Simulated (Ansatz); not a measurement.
# Te (P1) in Ansatz: convergence with smearing width

Aim: find how far smearing width must go before the results for Te settle, at PBEsol. This setting moves, with any that are tied to it; all else stays.

Everything below comes from runs of Ansatz 0.2.0. Logs are shortened: lines on timing, memory, paths and dates and some standing lists are left out, and cuts for length are marked.

## Step 1: The cell of the first run

The typed cell holds 3 atoms: a = 4.383 Å, b = 4.383 Å, c = 5.977 Å, α = 90.79°, β = 90.79°, γ = 58.70°.

This isn't the form of Te at room conditions, which is trigonal, of chains.

The cell isn't the ideal one: atoms moved at random, drawn with an rms of 0.05 Å.

## Step 2: With smearing width 0.3 eV

The input, input.yaml:

```yaml
crystal:
  lattice:
    - [3.8202894285, -2.1482026, 0.0]
    - [3.8202894285, 2.1482026, 0.0]
    - [-0.0942908673, 0.0, 5.9760906531]
  atoms:
    - { symbol: Te, position: [-0.000901, 0.001921, 0.005234] }
    - { symbol: Te, position: [0.311089, 0.30452, 0.338354] }
    - { symbol: Te, position: [0.69631, 0.68038, 0.662511] }
hamiltonian:
  xc: pbesol
  pseudopotentials: { kind: paw }
kpoints:
  mp_grid: { grid: [5, 5, 4] }
scf:
  occupations: { method: methfessel_paxton, width: 0.3 }
output:
  forces: true
  stress: true
  eigenvalues: true
```

Potentials or basis: Ansatz PAW.

Run with:

```console
> ansatz run input.yaml --threads 2 --pin off --max-ram 5632MiB --backend cpu --events-out ev --progress --plain --runs-dir out
```

Wall time 5 s (2 threads of Arm Neoverse V2, shared host); peak memory 0.36 GiB.

What came out:

```
Free energy            : -20704.3993 eV
Pressure               : -1.9 GPa
Largest force          : 0.066 eV/Å
Band gap on the k mesh : none (metal or under the smearing width)
```

## Step 3: With smearing width 0.2 eV

input.yaml: that of step 2 with these lines changed.

```diff
@@ -15,3 +15,3 @@
 scf:
-  occupations: { method: methfessel_paxton, width: 0.3 }
+  occupations: { method: methfessel_paxton, width: 0.2 }
 output:
```

Potentials or basis: Ansatz PAW.

Run with:

```console
> ansatz run input.yaml --threads 2 --pin off --max-ram 5632MiB --backend cpu --events-out ev --progress --plain --runs-dir out
```

It took 5.2 s on 2 threads of Arm Neoverse V2, shared host; peak memory 0.37 GiB.

Results:

* Free energy: -20704.4035 eV
* Pressure: -1.9 GPa
* Largest force: 0.092 eV/Å
* Band gap on the k mesh: none (metal or under the smearing width)

## Step 4: With smearing width 0.15 eV

input.yaml: that of step 3 with these lines changed.

```diff
@@ -15,3 +15,3 @@
 scf:
-  occupations: { method: methfessel_paxton, width: 0.2 }
+  occupations: { method: methfessel_paxton, width: 0.15 }
 output:
```

Run with:

```console
> ansatz run input.yaml --threads 2 --pin off --max-ram 5632MiB --backend cpu --events-out ev --progress --plain --runs-dir out
```

It took 5.2 s on 2 threads of Arm Neoverse V2, shared host; peak memory 0.36 GiB.

Results:

- Free energy: -20704.4054 eV
- Pressure: -1.9 GPa
- Largest force: 0.090 eV/Å
- Band gap on the k mesh: none (metal or under the smearing width)

## Step 5: With smearing width 0.1 eV

input.yaml: that of step 4 with these lines changed.

```diff
@@ -15,3 +15,3 @@
 scf:
-  occupations: { method: methfessel_paxton, width: 0.15 }
+  occupations: { method: methfessel_paxton, width: 0.1 }
 output:
```

Run with:

```console
> ansatz run input.yaml --threads 2 --pin off --max-ram 5632MiB --backend cpu --events-out ev --progress --plain --runs-dir out
```

Run time: 5 s. Hardware: 2 threads of Arm Neoverse V2, shared host; peak memory 0.36 GiB.

Results:

```
Free energy            : -20704.4063 eV
Pressure               : -1.9 GPa
Largest force          : 0.079 eV/Å
Band gap on the k mesh : none (metal or under the smearing width)
```

## Step 6: With smearing width 0.05 eV

input.yaml: that of step 5 with these lines changed.

```diff
@@ -15,3 +15,3 @@
 scf:
-  occupations: { method: methfessel_paxton, width: 0.1 }
+  occupations: { method: methfessel_paxton, width: 0.05 }
 output:
```

Potentials or basis: Ansatz PAW.

Run with:

```console
> ansatz run input.yaml --threads 2 --pin off --max-ram 5632MiB --backend cpu --events-out ev --progress --plain --runs-dir out
```

It took 5.2 s on 2 threads of Arm Neoverse V2, shared host; peak memory 0.36 GiB.

The run converged. Its results:

```
Free energy            : -20704.4061 eV
Pressure               : -1.9 GPa
Largest force          : 0.078 eV/Å
Band gap on the k mesh : none (metal or under the smearing width)
```

## Step 7: With smearing width 0.025 eV

input.yaml: that of step 6 with these lines changed.

```diff
@@ -15,3 +15,3 @@
 scf:
-  occupations: { method: methfessel_paxton, width: 0.05 }
+  occupations: { method: methfessel_paxton, width: 0.025 }
 output:
```

Run with:

```console
> ansatz run input.yaml --threads 2 --pin off --max-ram 5632MiB --backend cpu --events-out ev --progress --plain --runs-dir out
```

Wall time 6.3 s (2 threads of Arm Neoverse V2, shared host); peak memory 0.36 GiB.

The run converged. Its results:

```yaml
Free_energy: -20704.4060 eV
Pressure: -1.9 GPa
Largest_force: 0.085 eV/Å
Band_gap_on_the_k_mesh: none (metal or under the smearing width)
```

## Step 8: With smearing width 0.01 eV

input.yaml: that of step 7 with these lines changed.

```diff
@@ -15,3 +15,3 @@
 scf:
-  occupations: { method: methfessel_paxton, width: 0.025 }
+  occupations: { method: methfessel_paxton, width: 0.01 }
 output:
```

Run with:

```console
> ansatz run input.yaml --threads 2 --pin off --max-ram 5632MiB --backend cpu --events-out ev --progress --plain --runs-dir out
```

It took 6.2 s on 2 threads of Arm Neoverse V2, shared host; peak memory 0.36 GiB.

Results (log left out):

| Item | Value |
| --- | --- |
| Free energy | -20704.4061 eV |
| Pressure | -1.9 GPa |
| Largest force | 0.087 eV/Å |
| Band gap on the k mesh | none (metal or under the smearing width) |

## Step 9: With smearing width 0.005 eV

input.yaml: that of step 8 with these lines changed.

```diff
@@ -15,3 +15,3 @@
 scf:
-  occupations: { method: methfessel_paxton, width: 0.01 }
+  occupations: { method: methfessel_paxton, width: 0.005 }
 output:
```

Potentials or basis: Ansatz PAW.

Run with:

```console
> ansatz run input.yaml --threads 2 --pin off --max-ram 5632MiB --backend cpu --events-out ev --progress --plain --runs-dir out
```

The log of the run:

```text
Warning: RAYON_NUM_THREADS=2 ignored (pool sized by the plan → 2); use --threads N
Engine: ansatz 0.2.0, aarch64-unknown-linux-gnu
Pseudopotentials: kind: paw
Pseudopotential: Te, paw, valence charge 16, recommended cutoff 420 eV (normal), Te.paw.azcp
Functional definition: PBEsol
  exchange = pbesol_x
  correlation = pbesol_c
Crystal: 3 atoms, lattice volume = 98.089 Å³
Basis set: ecut = 420 eV, 1937 PW (Γ), exchange–correlation on 60×60×80 points (8 copies of the dense FFT grid, shifted against one another)
Bands: 29, of which v1, the nominal top of the filled ones, is band 24 counted from 1 (23 counted from 0)
Symmetry: 1 space group operations
Space group: P1 (ITA 1), of the structure as read, at distance tolerance 4.6e-5 Å
k-points: 51 of 100 (time reversal used)
Non-local potential: Te, projectors of the file, l = 0: 2, l = 1: 2, l = 2: 2, l = 3: 2
PAW form: soft (Blöchl's): semilocal exchange-correlation on the pseudo side does not see the compensation charge
PAW frozen core: Te, regenerated for the run's functional, and the local potential with it (the file was generated under x = pbe(κ = 0.804, μ = 0.2195149727645171), c = pbe(β = 0.06672455060314922))
PAW one-centre angular grid: Te, 590 points (default); XC on 64 Gauss nodes
Initial density: superposition of atomic densities (neutral atoms: chi_scale 0, normalization atom), corrected by the library's trained network
Initial wavefunctions: pseudopotential atomic-orbital guess
Functional: x = pbesol(κ = 0.804, μ = 0.12345679012345678), c = pbesol(β = 0.046)
SCF iter   1: F=—  HF=-20704.410983 eV  |F-HF|=—  |Δ(HF+E_count)|=         —  Δρ=2.64e-3  dr2=6.45e-3  ethr=1.77e-3  ⟨swp⟩=8.0  Hψ=6941  notcnv=0
preconditioner: auto → Resta (q_TF=auto, 2.422 Å⁻¹)  ε∞=4.5  [insulator: Δε(μ)=0.048 eV  Ē_g=8.523 eV  σ=0.005 eV  W_gap=1.00  n_scr=22 (ndim 8)  ℏωp=15.9 eV  f_vac=0.017  D(μ)=-0.00/eV (n_scr^D=0)  ε∞_Penn≈4.5]
SCF iter   2: F=—  HF=-20704.406379 eV  |F-HF|=—  |Δ(HF+E_count)|=   4.60e-3  S|Δr|=    0.00e0  Δρ=1.39e-3  dr2=1.57e-3  ethr=1.34e-5  ⟨swp⟩=2.9  Hψ=2634  notcnv=0  defer=50
SCF iter   3: F=—  HF=-20704.406127 eV  |F-HF|=—  |Δ(HF+E_count)|=   2.52e-4  S|Δr|=    0.00e0  Δρ=3.03e-4  dr2=1.58e-4  ethr=3.27e-6  ⟨swp⟩=3.1  Hψ=2822  notcnv=0  defer=50
SCF iter   4: F=—  HF=-20704.406089 eV  |F-HF|=—  |Δ(HF+E_count)|=   3.77e-5  S|Δr|=    0.00e0  Δρ=1.33e-4  dr2=2.24e-5  ethr=3.30e-7  ⟨swp⟩=2.6  Hψ=2508  notcnv=0  defer=50
SCF iter   5: F=—  HF=-20704.406105 eV  |F-HF|=—  |Δ(HF+E_count)|=   1.59e-5  S|Δr|=    0.00e0  Δρ=5.22e-5  dr2=3.97e-6  ethr=4.68e-8  ⟨swp⟩=2.0  Hψ=2655  notcnv=0  defer=50
SCF iter   6: F=—  HF=-20704.406103 eV  |F-HF|=—  |Δ(HF+E_count)|=   1.75e-6  S|Δr|=    0.00e0  Δρ=2.00e-5  dr2=5.95e-7  ethr=8.27e-9  ⟨swp⟩=2.0  Hψ=2654  notcnv=0  defer=50
SCF iter   7: F=—  HF=-20704.406103 eV  |F-HF|=—  |Δ(HF+E_count)|=   2.19e-7  S|Δr|=    0.00e0  Δρ=7.36e-6  dr2=1.02e-7  ethr=2.08e-10  ⟨swp⟩=9.4  Hψ=7115  notcnv=0
SCF iter   8: F=-20704.406103 eV  HF=-20704.406103 eV  |F-HF|=8.73e-10  |Δ(HF+E_count)|=   3.84e-8  S|Δr|=    0.00e0  Δρ=2.12e-6  dr2=4.54e-9  ethr=2.08e-10  ⟨swp⟩=4.8  Hψ=4673  notcnv=0
SCF 1 converged in 8 iterations: F = -20704.406103 eV  dr2 = 4.54e-9
SCF converged after 8 iterations
Stability not checked: this state was not tested for a lower state beside it, because cold or Methfessel-Paxton smearing, or corrected tetrahedra, fill the levels in a way that the test cannot read (fill_not_monotonic; see scf.lower_state_search)
Free energy (F): -20704.406103 eV
Harris-Foulkes:  -20704.406103 eV  (|F-HF|=8.73e-10)
Internal energy: -20704.406103 eV  (E = F + TS)
E sigma→0 (E₀):  -20704.406103 eV
Fermi energy:    9.238912 eV
Step filling:    the computed levels leave a gap of 0.0398 eV = 8.0 smearing widths at the electron count; against every level under it full and every level over it empty, smearing changes F+E_penalty+E_count by +7.11e-9 meV and its σ→0 estimate by -5.08e-8 meV
--- Per-component energies (eV) ---
  E_band       = -778.109612
  E_kinetic    = 540.526440
  E_local      = -3653.653454  (includes V_loc(G=0)·N_el)
  E_nonlocal   = -924.455586
  E_hartree    = 2354.767088
  E_xc         = -369.536985
  E_vxc        = -311.601494  (∫ρ·V_xc dr)
  E_paw        = -13752.672362  (= ΣΔE_a)
  E_vpaw       = -1138.457041  (= ΣTr[D̂ρ^β])
  E_aug_tail   = -0.000592  (compensation charges beyond the density's cutoff)
  E_ewald      = -4900.505098
  E_core_change = 1.124446  (= ΣΔE_core)
  E_smearing   = 0.000000  (= −TS)
  E_closure    = -0.000000  (closes the sum)
  Σ components = -20704.406103   (vs F -20704.406103, Δ=0.00e0)
--- Forces (eV/Å), atoms counted from 1 ---
  atom   1  Te     0.05719685    -0.02950184     0.00065958
  atom   2  Te    -0.02825138     0.06735832     0.04603839
  atom   3  Te    -0.02894686    -0.03785662    -0.04669697
  max |Σ_I F_I| component: 1.40e-6 eV/Å
--- Stress (GPa, compression-positive) ---
       -1.793888      -0.106287      -0.039648
       -0.106287      -1.642035       0.310869
       -0.039648       0.310869      -2.162425
  P = ⅓ Tr σ = -1.8661 GPa (-18.661 kbar)
--- Band table (eV; the first three rows and the last of 51) ---
  k-point 0: bands = ["-28.2257", "-28.2156", "-28.1604", "-28.1471", "-28.1367", "-28.1148", "-28.0999", "-28.0430", "-28.0299", "-28.0113", "-27.9647", "-27.9565", "-27.9162", "-27.8110", "-27.8086", "-4.4631", "-1.2750", "-1.1343", "6.4811", "6.5769", "6.9721", "7.1935", "7.5914", "7.7977", "10.2049", "10.2254", "10.7702", "13.9546", "14.3254"]
  k-point 1: bands = ["-28.2253", "-28.2157", "-28.1603", "-28.1469", "-28.1359", "-28.1148", "-28.1005", "-28.0433", "-28.0300", "-28.0146", "-27.9620", "-27.9565", "-27.9162", "-27.8109", "-27.8085", "-4.2491", "-2.5247", "0.1566", "5.9921", "6.5555", "6.6325", "7.7847", "7.9937", "8.0270", "9.7119", "9.7524", "10.1627", "13.2605", "14.5535"]
  k-point 2: bands = ["-28.2250", "-28.2157", "-28.1602", "-28.1467", "-28.1350", "-28.1147", "-28.1012", "-28.0437", "-28.0302", "-28.0174", "-27.9597", "-27.9566", "-27.9163", "-27.8108", "-27.8084", "-3.7584", "-3.4023", "0.8517", "5.4620", "6.5637", "6.5998", "8.0546", "8.4314", "8.8607", "9.0491", "9.1201", "9.4031", "12.9826", "14.1602"]
  k-point 50: bands = ["-28.2155", "-28.2128", "-28.1601", "-28.1468", "-28.1419", "-28.1157", "-28.1012", "-28.0425", "-28.0292", "-28.0109", "-27.9681", "-27.9567", "-27.9165", "-27.8111", "-27.8084", "-2.4850", "-2.3213", "-1.3509", "3.8826", "4.3341", "5.3278", "6.4077", "7.2056", "8.4754", "9.9452", "11.4707", "11.8804", "13.1659", "15.5414"]
```

Run time: 6.3 s. Hardware: 2 threads of Arm Neoverse V2, shared host; peak memory 0.36 GiB.

What came out:

```
Free energy            : -20704.4061 eV
Pressure               : -1.9 GPa
Largest force          : 0.086 eV/Å
Band gap on the k mesh : none (metal or under the smearing width)
```

## Step 10: Result

```
smearing width  energy less the tightest run, at zero smearing (meV/atom)  largest force (eV/Å)  SCF cycles  CPU time (s)  peak memory (GiB)
        0.3 eV                                                       1.31                 0.066           6           9.8               0.36
        0.2 eV                                                       0.14                 0.092           6            10               0.37
       0.15 eV                                                      -0.15                 0.090           7            10               0.36
        0.1 eV                                                      -0.08                 0.079           6           9.7               0.36
       0.05 eV                                                       0.04                 0.078           6            10               0.36
      0.025 eV                                                       0.02                 0.085           8            12               0.36
       0.01 eV                                                       0.00                 0.087           8            12               0.36
      0.005 eV                                                       0.00                 0.086           8            12               0.36
```

Against the tightest run, the energy stays within 1 meV/atom from 0.2 eV on; the largest force stays within 0.005 eV/Å from 0.025 eV on. Narrower smearing needs a denser k mesh, so at a fixed mesh the narrowest width isn't the most accurate. The tightest run that finished is the yardstick and may itself not be fully converged.

Caveats: the PAW data sets come from PBE, with cores solved anew for the run's functional, which leaves a small shift of forces and pressure.
